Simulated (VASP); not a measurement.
# CuI: relaxation of cell and atoms with PBE

CuI:

```
Cu I
1.0
     0.00000    3.04216    3.04216
     3.04216    0.00000    3.04216
     3.04216    3.04216    0.00000
Cu I
1 1
Direct
  0.25000 0.25000 0.25000
  0.00000 0.00000 0.00000
```

- Program: VASP 6.6.1
- Task: relaxation of cell and atoms
- Functional: PBE
- Potentials or basis: VASP PAW PBE potentials, release 64 (Cu, I)
- Cutoff: 600 eV
- k mesh: 8 × 8 × 8
- Occupations: gaussian, width 0.03 eV
- Spin: collinear spin, ferromagnetic start
- Starting moments: [1.0, 0.0] μB
- Further INCAR settings: ALGO = Normal; EDIFF = 1e-07; AMIX = 0.2; BMIX = 0.0001; IBRION = 2; EDIFFG = -0.005; NSW = 90; ISIF = 3

- Relaxed volume: 28.12 Å³/atom
- Relaxed cell: a = 4.301 Å, b = 4.301 Å, c = 4.301 Å, α = 60.00°, β = 60.00°, γ = 60.00°
- Space group after relaxing (to 0.05 Å): F-43m (No. 216)
- Energy gained by relaxing: 0.0 meV/atom
- Ionic steps: 2
- Pressure after relaxing: 0.0 GPa
- Band gap on the k mesh: 1.12 eV, direct
- Net moment: 0.00 μB per cell
- Valence electrons inside the program's atomic spheres: Cu 9.91; I 4.30

Final structure:
```
CELL_PARAMETERS angstrom
0.00000 3.04092 3.04092
3.04092 0.00000 3.04092
3.04092 3.04092 0.00000
ATOMIC_POSITIONS crystal
Cu 0.25000 0.25000 0.25000
I 0.00000 0.00000 0.00000
```

Levels at points of the mesh, in eV from the valence-band top:
Spin up:
```tsv
k point	band 5	band 6	band 7	band 8	band 9	band 10	band 11	band 12	band 13	band 14
(0.00, 0.00, 0.00)	-1.81	-1.81	0.00	0.00	0.00	1.12	4.88	4.88	4.88	8.17
(0.50, 0.00, 0.00)	-1.79	-1.79	-1.74	-0.69	-0.69	2.15	5.41	5.41	7.39	9.08
(0.50, 0.50, 0.00)	-1.84	-1.76	-1.73	-1.46	-1.46	2.74	2.91	9.13	9.71	9.71
```
Spin down:
```tsv
k point	band 6	band 7	band 8	band 9	band 10	band 11	band 12	band 13
(0.00, 0.00, 0.00)	-1.81	0.00	0.00	0.00	1.12	4.88	4.88	4.88
(0.50, 0.00, 0.00)	-1.79	-1.74	-0.69	-0.69	2.15	5.41	5.41	7.39
(0.50, 0.50, 0.00)	-1.76	-1.73	-1.46	-1.46	2.74	2.91	9.13	9.71
```

Wall time 44 s on 1 thread of Intel(R) Xeon(R) 6975P-C (Granite Rapids), on a shared host, peak memory 0.27 GiB.

Caveat: spin-orbit coupling is left out, which moves the levels of the heavy elements. A hybrid or GW would open this gap; PBE tends to underestimate it.
